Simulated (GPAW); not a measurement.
# CuI (Marshite) (F-43m) in GPAW: further runs, part 2 of 2

GPAW 26.7.0.

## Step 4: Relaxation of cell and atoms, PBE

Contents of run.py:

```python
from ase import Atoms
from ase.filters import FrechetCellFilter
from ase.io import write
from ase.optimize import BFGS
from gpaw import GPAW, PW

atoms = Atoms(['I', 'Cu'],
              cell=[[0.0, 3.0315, 3.0315],
                    [3.0315, 0.0, 3.0315],
                    [3.0315, 3.0315, 0.0]],
              scaled_positions=[[0.0, 0.0, 0.0],
                                [0.75, 0.75, 0.75]],
              pbc=True)

calc = GPAW(mode=PW(600),
            xc='PBE',
            kpts={'size': (8, 8, 8), 'gamma': True},
            occupations={'name': 'fermi-dirac', 'width': 0.05},
            nbands=19,
            convergence={'density': 1e-05, 'forces': 0.0001},
            maxiter=150,
            txt='gpaw.txt')
atoms.calc = calc
opt = BFGS(FrechetCellFilter(atoms), trajectory='relax.traj', logfile='-')
done = opt.run(fmax=0.05, steps=40)
calc.write('gs.gpw')
write('result.traj', atoms)
print('Converged:', done)
print('Cell:', atoms.cell.cellpar().round(4))
print('Volume:', round(atoms.get_volume(), 4))
print(atoms.get_scaled_positions().round(5))
```

Potentials or basis: GPAW PAW data sets (gpaw-data 1.2.1), pw.

Run with:

```sh
$ OMP_NUM_THREADS=1 python run.py
```

gpaw.txt:

```text
__  _  _
 | _ |_)|_||  |
 |__||  | ||/\| - 26.7.0

Input parameters:
  mode=PW(ecut=600.0),
  convergence={'density': 1e-05, 'forces': 0.0001},
  kpts=MonkhorstPack(size=(8, 8, 8), gamma=True),
  maxiter=150,
  nbands=19,
  occupations=Occupations(name='fermi-dirac', width=0.05),
  xc=XC(name='PBE')

Diagonalizing LCAO Hamiltonian
Converting LCAO to pw mode

                     Cu

       I

Atoms  # Å, Bohr magnetons
|   | symbol |        x |        y |        z |    initial magnetic moments |
|---|--------|----------|----------|----------|-----------------------------|
| 0 |      I | 0.000000 | 0.000000 | 0.000000 | ( 0.0000,  0.0000,  0.0000) |
| 1 |     Cu | 4.547250 | 4.547250 | 4.547250 | ( 0.0000,  0.0000,  0.0000) |

Unit cell  # Å
| periodic |        x |        y |        z |  lengths |    angles |
|----------|----------|----------|----------|----------|-----------|
|      yes | 0.000000 | 3.031500 | 3.031500 | 4.287188 | 60.000000 |
|      yes | 3.031500 | 0.000000 | 3.031500 | 4.287188 | 60.000000 |
|      yes | 3.031500 | 3.031500 | 0.000000 | 4.287188 | 60.000000 |

Number of symmetries: 24
Symmetry operations  # r_c * U_cc + t_c -> r_c
|    | kind |            matrix            |
|----|------|------------------------------|
|  0 |  E   |  1, 0, 0,  0, 1, 0,  0, 0, 1 |
|  1 |  σ   |  1, 0, 0,  0, 0, 1,  0, 1, 0 |
|  2 |  σ   |  1, 0,-1,  0, 1,-1,  0, 0,-1 |
|  3 |  C3  |  1, 0,-1,  0, 0,-1,  0, 1,-1 |
|  4 |  C3  |  1,-1, 0,  0,-1, 1,  0,-1, 0 |
|  5 |  σ   |  1,-1, 0,  0,-1, 0,  0,-1, 1 |
|  6 |  σ   |  0, 1, 0,  1, 0, 0,  0, 0, 1 |
|  7 |  C3  |  0, 1, 0,  0, 0, 1,  1, 0, 0 |
|  8 |  C2  |  0, 1,-1,  1, 0,-1,  0, 0,-1 |
[... 210 lines left out ...]
Stress tensor  # eV/Ang^3
|         x |         y |         z |
|-----------|-----------|-----------|
| -0.005581 | -0.000000 |  0.000000 |
| -0.000000 | -0.005581 |  0.000000 |
|  0.000000 |  0.000000 | -0.005581 |

Forces  # eV/Ang
|        x |        y |        z |
|----------|----------|----------|
| -0.00000 |  0.00000 | -0.00000 |  # I    0
|  0.00000 | -0.00000 |  0.00000 |  # Cu   1

Interpolating wave functions to new cell

                     Cu

       I

Atoms  # Å, Bohr magnetons
|   | symbol |         x |        y |         z |    initial magnetic moments |
|---|--------|-----------|----------|-----------|-----------------------------|
| 0 |      I | -0.000000 | 0.000000 | -0.000000 | ( 0.0000,  0.0000,  0.0000) |
| 1 |     Cu |  4.552303 | 4.552303 |  4.552303 | ( 0.0000,  0.0000,  0.0000) |

Unit cell  # Å
| periodic |         x |         y |         z |  lengths |    angles |
|----------|-----------|-----------|-----------|----------|-----------|
|      yes | -0.000000 |  3.034869 |  3.034869 | 4.291952 | 60.000000 |
|      yes |  3.034869 | -0.000000 |  3.034869 | 4.291952 | 60.000000 |
|      yes |  3.034869 |  3.034869 | -0.000000 | 4.291952 | 60.000000 |

Number of symmetries: 24
Symmetry operations  # r_c * U_cc + t_c -> r_c
|    | kind |            matrix            |
|----|------|------------------------------|
|  0 |  E   |  1, 0, 0,  0, 1, 0,  0, 0, 1 |
|  1 |  σ   |  1, 0, 0,  0, 0, 1,  0, 1, 0 |
|  2 |  σ   |  1, 0,-1,  0, 1,-1,  0, 0,-1 |
|  3 |  C3  |  1, 0,-1,  0, 0,-1,  0, 1,-1 |
|  4 |  C3  |  1,-1, 0,  0,-1, 1,  0,-1, 0 |
|  5 |  σ   |  1,-1, 0,  0,-1, 0,  0,-1, 1 |
|  6 |  σ   |  0, 1, 0,  1, 0, 0,  0, 0, 1 |
|  7 |  C3  |  0, 1, 0,  0, 0, 1,  1, 0, 0 |
|  8 |  C2  |  0, 1,-1,  1, 0,-1,  0, 0,-1 |
[... 209 lines left out ...]
Stress tensor  # eV/Ang^3
|         x |         y |         z |
|-----------|-----------|-----------|
| -0.004691 | -0.000000 |  0.000000 |
| -0.000000 | -0.004691 | -0.000000 |
|  0.000000 | -0.000000 | -0.004691 |

Forces  # eV/Ang
|        x |        y |        z |
|----------|----------|----------|
|  0.00000 |  0.00000 | -0.00000 |  # I    0
| -0.00000 | -0.00000 |  0.00000 |  # Cu   1

Interpolating wave functions to new cell

                     Cu

       I

Atoms  # Å, Bohr magnetons
|   | symbol |        x |        y |         z |    initial magnetic moments |
|---|--------|----------|----------|-----------|-----------------------------|
| 0 |      I | 0.000000 | 0.000000 | -0.000000 | ( 0.0000,  0.0000,  0.0000) |
| 1 |     Cu | 4.579603 | 4.579603 |  4.579603 | ( 0.0000,  0.0000,  0.0000) |

Unit cell  # Å
| periodic |        x |        y |        z |  lengths |    angles |
|----------|----------|----------|----------|----------|-----------|
|      yes | 0.000000 | 3.053068 | 3.053068 | 4.317691 | 60.000000 |
|      yes | 3.053068 | 0.000000 | 3.053068 | 4.317691 | 60.000000 |
|      yes | 3.053068 | 3.053068 | 0.000000 | 4.317691 | 60.000000 |

Number of symmetries: 24
Symmetry operations  # r_c * U_cc + t_c -> r_c
|    | kind |            matrix            |
|----|------|------------------------------|
|  0 |  E   |  1, 0, 0,  0, 1, 0,  0, 0, 1 |
|  1 |  σ   |  1, 0, 0,  0, 0, 1,  0, 1, 0 |
|  2 |  σ   |  1, 0,-1,  0, 1,-1,  0, 0,-1 |
|  3 |  C3  |  1, 0,-1,  0, 0,-1,  0, 1,-1 |
|  4 |  C3  |  1,-1, 0,  0,-1, 1,  0,-1, 0 |
|  5 |  σ   |  1,-1, 0,  0,-1, 0,  0,-1, 1 |
|  6 |  σ   |  0, 1, 0,  1, 0, 0,  0, 0, 1 |
|  7 |  C3  |  0, 1, 0,  0, 0, 1,  1, 0, 0 |
|  8 |  C2  |  0, 1,-1,  1, 0,-1,  0, 0,-1 |
[... 210 lines left out ...]
Stress tensor  # eV/Ang^3
|         x |         y |         z |
|-----------|-----------|-----------|
| -0.000143 | -0.000000 | -0.000000 |
| -0.000000 | -0.000143 | -0.000000 |
| -0.000000 | -0.000000 | -0.000143 |

Forces  # eV/Ang
|       x |       y |        z |
|---------|---------|----------|
| 0.00000 | 0.00000 |  0.00000 |  # I    0
| 0.00000 | 0.00000 | -0.00000 |  # Cu   1

# Writing to gs.gpw (mode='')
```

stdout:

```text
Step          Energy          fmax
BFGS:    0       -5.452074        0.155481
BFGS:    1       -5.453093        0.131125
BFGS:    2       -5.455886        0.004080
Converged: True
Cell: [ 4.3177  4.3177  4.3177 60.     60.     60.    ]
Volume: 56.9167
[[0.   0.   0.  ]
 [0.75 0.75 0.75]]
```

It took 36 s on 1 thread of Intel Xeon Platinum 8375C at 2.90GHz (Ice Lake), shared host; peak memory 0.2 GiB.

What came out:

```
Free energy                            : -5.4559 eV
Relaxed volume                         : 28.46 Å³/atom
Relaxed cell                           : a = 4.318 Å, b = 4.318 Å, c = 4.318 Å, α = 60.00°, β = 60.00°, γ = 60.00°
Space group after relaxing (to 0.05 Å) : F-43m (No. 216)
Energy gained by relaxing              : 1.9 meV/atom
Ionic steps                            : 3
Pressure after relaxing                : 0.0 GPa
Band gap on the k mesh                 : 1.08 eV, direct
```

The path:
| step | energy change (eV) | largest force (eV/Å) | pressure (GPa) | volume (Å³) |
| --- | --- | --- | --- | --- |
| 1 | 0.0000 | 0.0000 | 0.89 | 55.72 |
| 2 | -0.0010 | 0.0000 | 0.75 | 55.90 |
| 3 | -0.0038 | 0.0000 | 0.02 | 56.92 |

Final structure:
```
I Cu
1.0
     0.00000    3.05307    3.05307
     3.05307    0.00000    3.05307
     3.05307    3.05307    0.00000
I Cu
1 1
Direct
  0.00000 0.00000 0.00000
  0.75000 0.75000 0.75000
```

Caveat: with this Cu data set, volumes or pressures lay over 1.5 % or 2 GPa off other programs in two to four cells of ten; later steps reuse the first step's grids; spin-orbit coupling is left out, which moves the levels of the heavy elements. PBE usually gives volumes a little too large and moduli too small.

## Step 5: The runs side by side

```tsv
task	level	potentials or basis	U	cell	k mesh	cutoff (eV)	smearing	maxiter	data set	optimizer	fmax	max steps	gap on the mesh (eV)	pressure (GPa)
single point	PBE+U	JTH PAW 2.0, PBE, pw	Cu d U = 2 eV	as given	6 × 6 × 6	500	fermi-dirac 0.05 eV	80	Cu jth, I jth	-	-	-	1.45	-0.3
single point	PBE	GPAW PAW data sets (gpaw-data 1.2.1), pw	-	as given	8 × 8 × 8	600	gaussian 0.011 eV	150	-	-	-	-	1.14	0.9
relaxation of cell and atoms	PBE	GPAW PAW data sets (gpaw-data 1.2.1), pw	-	relaxed	8 × 8 × 8	600	fermi-dirac 0.05 eV	150	-	BFGS	0.05 eV/Å	40	1.08	0.0
```

Alike in all rows: no spin polarisation.

Caveats: spin-orbit coupling is left out, which moves the levels of the heavy elements; with this Cu data set, volumes or pressures lay over 1.5 % or 2 GPa off other programs in two to four cells of ten (some runs); the cutoff is short for stress and forces, so pressures can be off by a GPa or more (some runs); the program truncates these outside data sets (some runs); later steps reuse the first step's grids (some runs).

Absolute energies hang on the potentials; compare differences alone.
